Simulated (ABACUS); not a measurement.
Ta under changes of volume

One of the cells (18.010 Å³/atom); the others are scaled copies at fixed shape and fractional positions:

```
CELL_PARAMETERS angstrom
-1.65128 1.65128 1.65128
1.65128 -1.65128 1.65128
1.65128 1.65128 -1.65128
ATOMIC_POSITIONS crystal
Ta 0.00000 0.00000 0.00000
```

| Quantity | Value |
| --- | --- |
| Program | ABACUS 3.10.1 |
| Functional | PBE |
| Potentials or basis | PseudoDojo NC SR 0.4.1 PBE standard |
| Cutoff | 789 eV |
| Density cutoff | 3157 eV |
| Basis | plane waves |
| k mesh | 11 × 11 × 11 |
| Occupations | fermi-dirac, width 0.05 eV |
| Spin | no spin polarisation |

| volume (Å³/atom) | energy over the lowest point (meV/atom) | pressure (GPa) |
| --- | --- | --- |
| 16.930 | 63.34 | 17.1 |
| 17.290 | 31.18 | 11.7 |
| 17.650 | ? | ? |
| 18.010 | 0.75 | 2.6 |
| 18.371 | 0.00 | -1.3 |
| 18.731 | 7.51 | -4.9 |
| 19.091 | 22.45 | -8.0 |

What does the run at 17.650 Å³/atom give?

Energy over the lowest point 10.74 meV/atom; pressure 6.9 GPa.

Worked out: A Birch-Murnaghan fit of order 3 (a polynomial in V^(-2/3)) to the other rows has its minimum at 18.22 Å³/atom with B0 = V·E''(V) = 195 GPa and B' = 4.8. It gives 10.76 meV/atom at 17.650 Å³/atom, against the run's 10.74, and -dE/dV = 6.7 GPa, against 6.9.

Energies are extrapolated to zero smearing.
